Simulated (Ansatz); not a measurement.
## KNbO3: the volume at rest

KNbO3 in the perovskite structure, starting from this typed cell of 12.99 Å³ an atom.

```
K Nb O
1.0
     4.02000    0.00000    0.00000
     0.00000    4.02000    0.00000
     0.00000    0.00000    4.02000
K Nb O
1 1 3
Direct
  0.00000 0.00000 0.00000
  0.50000 0.50000 0.50000
  0.50000 0.50000 0.00000
  0.50000 0.00000 0.50000
  0.00000 0.50000 0.50000
```

Computed with Ansatz (plane-wave DFT, scalar-relativistic): k mesh 4×4×4; fixed occupations; no spin. Cell and atoms are relaxed to zero stress with the symmetry kept and no dispersion correction.

Caveats: coarse k mesh.

Task: What volume results under PBE, LDA, PBEsol, and how much do the potentials matter?

Result: 
```
functional                                  potentials  cutoff (eV)  volume (Å³/atom)  change (%)
       PBE  all-electron PAW datasets (no frozen core)          580             13.06         0.5
       PBE                        Ansatz hand-made PAW          930             13.06         0.5
       PBE                  PseudoDojo norm-conserving         1143             13.04         0.3
       PBE                      Ansatz norm-conserving         1240             13.05         0.5
       LDA                        Ansatz hand-made PAW          930             12.37        -4.8
       LDA                  PseudoDojo norm-conserving         1143             12.35        -5.0
    PBEsol                        Ansatz hand-made PAW          930             12.67        -2.5
    PBEsol                  PseudoDojo norm-conserving         1143             12.66        -2.6
```

From smallest to largest: LDA, PBEsol, PBE.
